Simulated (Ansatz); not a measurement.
**TaN (P-6m2)**

All numbers below come from DFT PBEsol, scalar-relativistic, plane waves, PAW in Ansatz 0.2.0.

Settings: cutoff 420 eV, Γ-centred mesh 18×18×14 on the computed 2-atom cell, Gaussian smearing of 0.10 eV; no spin polarisation.

The structure is relaxed at this level of theory with its symmetry kept. This form isn't the usual stable structure of the compound.

```cif
data_structure
_symmetry_space_group_name_H-M 'P-6m2'
_symmetry_Int_Tables_number 187
_cell_length_a 2.9240
_cell_length_b 2.9240
_cell_length_c 2.8707
_cell_angle_alpha 90.000
_cell_angle_beta 90.000
_cell_angle_gamma 120.000
_cell_volume 21.26
loop_
_atom_site_label
_atom_site_type_symbol
_atom_site_symmetry_multiplicity
_atom_site_Wyckoff_symbol
_atom_site_fract_x
_atom_site_fract_y
_atom_site_fract_z
_atom_site_occupancy
Ta1 Ta 1 d 0.33333 0.66667 0.50000 1
N1 N 1 a 0.00000 0.00000 0.00000 1
```

```json
{"Space group": "P-6m2 (No. 187)", "Volume per atom": "10.63 Å³", "Formation energy from the elements' standard states (uncorrected)": "-1.337 eV/atom", "Kohn–Sham band gap": "none (metal)", "Density of states at the Fermi level": "0.06 states/eV per cell (so small that it hangs on the mesh: a semimetal, or crossings between mesh points)", "Löwdin character within 0.5 eV of the Fermi level": "Ta 5d 89 %, N 2p 7 %", "Bulk modulus": "362 GPa", "Its pressure derivative": "4.3", "Bader charges (e)": "Ta (1 in the cell) 1.58, N (1 in the cell) -1.58"}
```

Spin-orbit coupling is left out, which matters for the bands of heavy elements.